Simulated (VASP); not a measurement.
Here is a VASP 6.6.1 calculation.

The input INCAR:

```
SYSTEM = PbSe
PREC     = Accurate       ! precision mode
ENCUT    = 520            ! plane-wave cutoff, eV
EDIFF    = 1E-6           ! SCF threshold, eV
ISMEAR   = 0              ! smearing method
SIGMA    = 0.02           ! smearing width, eV
LREAL    = .FALSE.        ! projectors in reciprocal space
LASPH    = .TRUE.         ! aspherical terms in the spheres
NELM     = 100            ! most SCF steps
ALGO     = Normal         ! electronic algorithm
ISIF     = 2              ! what is computed and relaxed
LWAVE    = .FALSE.        ! write WAVECAR
LCHARG   = .FALSE.        ! write CHGCAR
LNONCOLLINEAR= .TRUE.         ! non-collinear magnetism
MAGMOM   = 0 0 0 0 0 0    ! initial moments
LORBIT   = 11             ! projections on sites
LSORBIT  = .TRUE.         ! spin-orbit coupling
GGA_COMPAT= .FALSE.      
METAGGA  = R2SCAN         ! meta-GGA
LMIXTAU  = .TRUE.       
KPAR     = 2
```

The input KPOINTS:

```
regular mesh
0
G
  6 6 6
  0 0 0
```

Contents of POSCAR:

```
PbSe
1.0
    0.0000000000      3.0606500000      3.0606500000
    3.0606500000      0.0000000000      3.0606500000
    3.0606500000      3.0606500000      0.0000000000
Pb Se
1 1
Direct
    0.0000000000      0.0000000000      0.0000000000
    0.5000000000      0.5000000000      0.5000000000
```

File KPOINTS_OPT:

```
path GXWKGLUWLK,UX
20
line-mode
reciprocal
 0.0000000000  0.0000000000  0.0000000000  G
 0.5000000000  0.0000000000  0.5000000000  X

 0.5000000000  0.0000000000  0.5000000000  X
 0.5000000000  0.2500000000  0.7500000000  W

 0.5000000000  0.2500000000  0.7500000000  W
 0.3750000000  0.3750000000  0.7500000000  K

 0.3750000000  0.3750000000  0.7500000000  K
 0.0000000000  0.0000000000  0.0000000000  G

 0.0000000000  0.0000000000  0.0000000000  G
 0.5000000000  0.5000000000  0.5000000000  L

 0.5000000000  0.5000000000  0.5000000000  L
 0.6250000000  0.2500000000  0.6250000000  U

 0.6250000000  0.2500000000  0.6250000000  U
 0.5000000000  0.2500000000  0.7500000000  W

 0.5000000000  0.2500000000  0.7500000000  W
 0.5000000000  0.5000000000  0.5000000000  L

 0.5000000000  0.5000000000  0.5000000000  L
 0.3750000000  0.3750000000  0.7500000000  K

 0.6250000000  0.2500000000  0.6250000000  U
 0.5000000000  0.0000000000  0.5000000000  X
```

Potentials or basis: VASP PAW PBE potentials, release 64 (Pb_d, Se).

Run with:

```sh
$ cat potpaw_PBE.64/Pb_d/POTCAR potpaw_PBE.64/Se/POTCAR > POTCAR
$ mpirun -np 2 vasp_ncl > vasp.out
```

Task: Estimate the pressure.

Result: 1.3 GPa.

Caveat: the PAW data sets were made with another functional, which shifts forces and pressure a little.
